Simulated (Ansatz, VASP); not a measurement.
MgS: VASP beside Ansatz

The input INCAR:

```
PREC = Accurate
ENCUT = 600
EDIFF = 1E-6
ISMEAR = 0
SIGMA = 0.1
LREAL = F
LASPH = T
NELM = 80
ALGO = Normal
ISIF = 3
LWAVE = F
LCHARG = F
GGA = PE
IBRION = 2
NSW = 90
EDIFFG = -0.04
```

File KPOINTS:

```
regular mesh
0
Gamma
  6 6 6
```

POSCAR

```
MgS
1.0
    3.2762900170      0.0000000000      0.0000000000
    0.0000000000      3.2762900170      0.0000000000
    0.0000000000      0.0000000000      3.2762900170
Mg S
1 1
Direct
    0.0000000000      0.0000000000      0.0000000000
    0.5000000000      0.5000000000      0.5000000000
```

Input for Ansatz:

```yaml
crystal:
  lattice:
    - [3.276290017, 0.0, 0.0]
    - [0.0, 3.276290017, 0.0]
    - [0.0, 0.0, 3.276290017]
  atoms:
    - { symbol: Mg, position: [0.0, 0.0, 0.0] }
    - { symbol: S, position: [0.5, 0.5, 0.5] }
basis:
  ecutwfc: 420
kpoints:
  mp_grid: { grid: [6, 6, 6] }
hamiltonian:
  xc: pbe
scf:
  occupations: { method: gaussian, width: 0.1 }
  lower_state_search: "off"
output:
  forces: true
  stress: true
  eigenvalues: true
relax:
  adjacent_minimum: "off"
  f_tol: 0.04
  max_steps: 70
  cell: { stress_tol: 0.4 }
```

Change from the starting cell: species swapped into the ZrIn type (P4/mmm, No. 123).

Alike in both runs: task relaxation of cell and atoms; functional PBE; k mesh 6 × 6 × 6; occupations gaussian, width 0.1 eV; no spin polarisation.

```csv
,VASP,Ansatz
version,VASP 6.6.1,Ansatz 0.2.0
potentials or method,"VASP PAW PBE potentials, release 64 (Mg, S)","scalar-relativistic, plane waves, PAW"
plane-wave cutoff (eV),600,420
valence electrons in the cell,8,16
```

```tsv
	VASP	Ansatz	Ansatz less VASP
relaxed volume (Å³/atom)	17.44	17.58	+0.147
relaxed cell length with the largest relative difference (Å)	3.267	3.276	+0.0092
```

The two sets of potentials don't hold the same shells in valence.
